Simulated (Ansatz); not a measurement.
A run of Ansatz 0.2.0 is set up as follows.

Contents of input.yaml:

```yaml
crystal:
  lattice:
    - [2.7058, 0.0, 0.0]
    - [-1.3529, 2.3432915376, 0.0]
    - [0.0, 0.0, 4.2819]
  atoms:
    - { symbol: Ru, position: [0.6666666667, 0.3333333333, 0.75] }
    - { symbol: Ru, position: [0.3333333333, 0.6666666667, 0.25] }
kpoints:
  mp_grid: { grid: [8, 8, 5] }
scf:
  occupations: { method: fermi_dirac, width: 0.05 }
hamiltonian:
  xc: pbesol
  pseudopotentials: { kind: all_electron, lapw: { basis_error: 0.001 } }
output: {}
phonons:
  method: fd
  supercell: [1, 1, 1]
```

Potentials or basis: all-electron LAPW, scalar-relativistic.

The run is started by

```sh
$ ansatz run input.yaml --threads 1 --pin off --max-ram 3072MiB --backend cpu --events-out ev --progress --plain --runs-dir out
```

Problem. What does it give for the highest phonon frequency at Γ?

Solution. 264 cm⁻¹.

Problem. Predict the band gap on the k mesh.

Solution. None (metal or under the smearing width).

Phonon frequencies in cm⁻¹ (negative: imaginary):
| q point | frequencies |
| --- | --- |
| (0.000, 0.000, 0.000) | 0 0 0 211 211 264 |

Caveat: a metal's response needs a denser mesh.
